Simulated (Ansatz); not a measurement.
**Ge: opening a crack plane**

Ge, P6_3/mmc, a = 3.997 Å, c = 6.596 Å. This isn't the element's structure at ambient conditions. Ansatz: PBEsol, PAW, 420 eV, Γ-centred 12×7×4 mesh on 16 atoms, Gaussian smearing 0.15 eV; no spin polarisation. One cut on (100) per cell of 16 atoms is opened rigidly by x, between planes of Ge and Ge that stand 2.31 Å apart; y is the energy per area (26.365 Å², 1 eV/Å² = 16.02 J/m²).

| x (Å) | y (J/m²) |
| --- | --- |
| 0.00 | 0.000 |
| 0.25 | ? |
| 0.50 | 0.562 |
| 1.00 | 1.342 |
| 2.00 | 2.035 |
| 3.00 | 2.145 |
| 6.00 | 2.163 |

Fit the universal binding curve y = W[1 − (1 + x/l) e^(−x/l)] to the other rows, give the peak stress, and predict the missing value.

Least squares gives W = 2.18 J/m² and l = 0.486 Å. The stress dy/dx peaks at x = l with W/(e l) = 16.5 GPa, for rigid faces. At x = 0.25: x/l = 0.514, y = 0.206 J/m². The run gave 0.184 J/m², so the fit is 0.022 J/m² too high, within the rms miss on the fitted rows (0.025 J/m²).

Cost: 8 runs of about 24 core-minutes in all, on Oxide Virtual Turin-like Processor (Zen 5) (shared hosts).